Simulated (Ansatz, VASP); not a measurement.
**TlBr in VASP and in Ansatz**

```
CELL_PARAMETERS angstrom
3.92621 0.00000 0.00000
0.00000 3.92621 0.00000
0.00000 0.00000 3.92621
ATOMIC_POSITIONS crystal
Tl 0.00000 0.00000 0.00000
Br 0.50000 0.50000 0.50000
```

Change from the starting cell: volume scaled by 0.96.

Alike in both runs: task single point; functional PBE; k mesh 7 × 7 × 7; occupations fermi-dirac, width 0.05 eV; no spin polarisation.

```csv
,VASP,Ansatz
version,VASP 6.6.1,Ansatz 0.2.0
potentials or method,"VASP PAW PBE potentials, release 64 (Tl_d, Br)",Ansatz PAW
plane-wave cutoff (eV),520,420
valence electrons in the cell,20,20
```

```tsv
	VASP	Ansatz	Ansatz less VASP
gap on the k mesh at the Fermi level (eV)	2.24	2.23	-0.005
least direct gap on the mesh (eV)	2.24	2.23	-0.005
pressure (GPa)	2.4	2.4	+0.04
```

Caveats: spin-orbit coupling is left out, which as a rule narrows the gap of such compounds by several tenths of an eV; an odd mesh through Γ misses points on the zone boundary, where band edges often lie (VASP); odd divisions of the mesh miss points on the zone boundary, where band edges often lie, so the gap on the mesh can be too wide (Ansatz).
